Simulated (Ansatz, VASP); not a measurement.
## MnS in VASP and in Ansatz

The input INCAR:

```
PREC     = Accurate       # precision mode
ENCUT    = 520            # plane-wave cutoff, eV
EDIFF    = 1E-7           # SCF threshold, eV
ISMEAR   = 0              # smearing method
SIGMA    = 0.05           # smearing width, eV
LREAL    = F              # projectors in reciprocal space
LASPH    = T              # aspherical terms in the spheres
NELM     = 150            # most SCF steps
ALGO     = Normal         # electronic algorithm
ISIF     = 2              # what is computed and relaxed
LWAVE    = F              # write WAVECAR
LCHARG   = F              # write CHGCAR
ISPIN    = 2              # spin polarisation
MAGMOM   = 5 0            # initial moments
LORBIT   = 11             # projections on sites
LMAXMIX  = 4              # l up to which the mixer works
LDAU     = T              # DFT+U
LDAUTYPE = 2            
LDAUL    = 2 -1           # shell
LDAUU    = 3.9 0          # U, eV
LDAUJ    = 0 0          
LDAUPRINT= 1            
GGA      = PE             # functional
NBANDS   = 20             # bands
```

The input KPOINTS:

```
Automatic mesh
0
Gamma
  8 8 8
```

Contents of POSCAR:

```
MnS
1.0
    0.0000000000      2.6045000000      2.6045000000
    2.6045000000      0.0000000000      2.6045000000
    2.6045000000      2.6045000000      0.0000000000
Mn S
1 1
Direct
    0.0000000000      0.0000000000      0.0000000000
    0.5000000000      0.5000000000      0.5000000000
```

Input for Ansatz:

```yaml
crystal:
  lattice:
    - [0.0, 2.6045, 2.6045]
    - [2.6045, 0.0, 2.6045]
    - [2.6045, 2.6045, 0.0]
  atoms:
    - { symbol: Mn, position: [0.0, 0.0, 0.0], spin: 5.0 }
    - { symbol: S, position: [0.5, 0.5, 0.5] }
basis:
  ecutwfc: 420
  ecutrho_ratio: 4
kpoints:
  mp_grid: { grid: [8, 8, 8] }
hamiltonian:
  xc: pbe
  hubbard: { sites: [{ species: Mn, l: d, u_eff: 3.9 }] }
scf:
  occupations: { method: gaussian, width: 0.05 }
  lower_state_search: "off"
output:
  forces: true
  stress: true
  eigenvalues: true
  populations: true
  hubbard: { sites: [{ species: Mn, l: d }] }
magnetization:
  spin_polarized: true
checkpoint:
  read: start.run
  write: ck
  compress: false
  write_wavefunctions: false
  write_every: 100000
```

Alike in both runs: task single point; functional PBE; k mesh 8 × 8 × 8; occupations gaussian, width 0.05 eV; collinear spin; Hubbard terms Mn d U = 3.9 eV.

|  | VASP | Ansatz |
| --- | --- | --- |
| version | VASP 6.6.1 | Ansatz 0.2.0 |
| potentials or method | VASP PAW PBE potentials, release 64 (Mn_pv, S) | scalar-relativistic, plane waves, PAW |
| plane-wave cutoff (eV) | 520 | 420 |
| valence electrons in the cell | 19 | 21 |

Ansatz gave:

- gap on the k mesh at the Fermi level (eV): 0.87
- least direct gap on the mesh (eV): 2.50
- pressure (GPa): 4.9
- net moment per atom (μB): 2.50
- size of the moment on the site where the two differ most (μB): 4.50

Task: Estimate VASP's values.

Result: gap on the k mesh at the Fermi level (eV): 0.53; least direct gap on the mesh (eV): 2.56; pressure (GPa): 4.2; net moment per atom (μB): 2.50; size of the moment on the site where the two differ most (μB): 4.59.

Site moments also hang on the region over which each program counts them. The programs project onto different local orbitals, so the same U acts differently. The two sets of potentials don't hold the same shells in valence. Ansatz warned: «stability_check_not_made».

Caveats: a cell with one magnetic atom can't hold antiferromagnetic order, which such compounds often take. The state reached can hang on the start; a lower one may exist. A k mesh can miss the band edges.
